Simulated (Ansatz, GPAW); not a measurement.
# CdSe: 3 runs at one level of theory

```
Cd Se
1.0
     0.00000    3.07027    3.07027
     3.07027    0.00000    3.07027
     3.07027    3.07027    0.00000
Cd Se
1 1
Direct
  0.00000 0.00000 0.00000
  0.25000 0.25000 0.25000
```

The cell is a database's computed one, not the measured one.

Alike in all runs: task single point; functional PBE; k mesh 8 × 8 × 8; occupations gaussian, width 0.02 eV; no spin polarisation; no spin-orbit coupling. Pressure is positive in compression and, in plane waves, holds the error of the finite cutoff, which Ansatz's Pulay term estimates and takes out.

| program and potentials | plane-wave cutoff (eV) | notes | band gap (eV) | pressure (GPa) |
| --- | --- | --- | --- | --- |
| Ansatz, Ansatz PAW | 420 | 18 valence electrons an atom on average; Pulay term of +0.03 GPa included | 0.55 | 1.29 |
| GPAW, GPAW PAW data sets (gpaw-data 1.2.1) | 600 | 9 valence electrons an atom on average | 0.54 | 1.07 |
| Ansatz, all-electron LAPW, scalar-relativistic | - | - | 0.55 | 1.30 |

The band gap spans 0.54 (GPAW, GPAW PAW data sets (gpaw-data 1.2.1)) to 0.55 eV (Ansatz, all-electron LAPW, scalar-relativistic), with all-electron results at 0.55. The pressure spans 1.07 (GPAW, GPAW PAW data sets (gpaw-data 1.2.1)) to 1.30 GPa (Ansatz, all-electron LAPW, scalar-relativistic), with all-electron results at 1.30. Spin-orbit coupling, left out here, moves the band edges of heavy atoms.

Differences between rows come from potentials, basis sets and numerical settings, since the functional is the same but for its coding. Runs on potential files found faulty are left out.
